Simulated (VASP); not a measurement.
**Se: single point with PBEsol**

Crystal: Se.

```
Se
1.0
     4.36620    0.00000    0.00000
    -2.18310    3.78124    0.00000
     0.00000    0.00000    4.95360
Se
3
Direct
  0.77460 0.77460 0.00000
  0.00000 0.22540 0.66667
  0.22540 0.00000 0.33333
```

* Program: VASP 6.6.1
* Task: single point
* Functional: PBEsol
* Potentials or basis: VASP PAW PBE potentials, release 64 (Se)
* Cutoff: 500 eV
* k mesh: 7 × 7 × 6
* Occupations: gaussian, width 0.1 eV
* Spin: no spin polarisation

```json
{
  "Pressure": "0.4 GPa",
  "Largest force": "0.333 eV/Å",
  "Band gap on the k mesh": "1.14 eV, indirect (least direct gap 1.43 eV)"
}
```

Forces on the atoms (eV/Å):
```
Se  -0.167 -0.289  0.000
Se  -0.167  0.289  0.000
Se   0.333  0.000  0.000
```

Stress tensor (GPa, compression positive):
```
-0.16  0.00  0.00
 0.00 -0.16  0.00
 0.00  0.00  1.40
```

Levels at points of the mesh, in eV from the valence-band top:
| k point | band 7 | band 8 | band 9 | band 10 | band 11 | band 12 |
| --- | --- | --- | --- | --- | --- | --- |
| (0.00, 0.00, 0.00) | -2.07 | -2.07 | -0.41 | 1.84 | 1.84 | 2.13 |
| (0.00, 0.00, 0.50) | -1.57 | -1.57 | -1.13 | 1.14 | 1.14 | 1.24 |

Run time: 15 s on 1 thread of Intel(R) Xeon(R) Platinum 8488C (Sapphire Rapids), with other jobs on the host, peak memory 0.19 GiB.

Caveat: the PAW data sets were made with another functional, which shifts forces and pressure a little; an odd mesh through Γ misses points on the zone boundary, where band edges often lie.
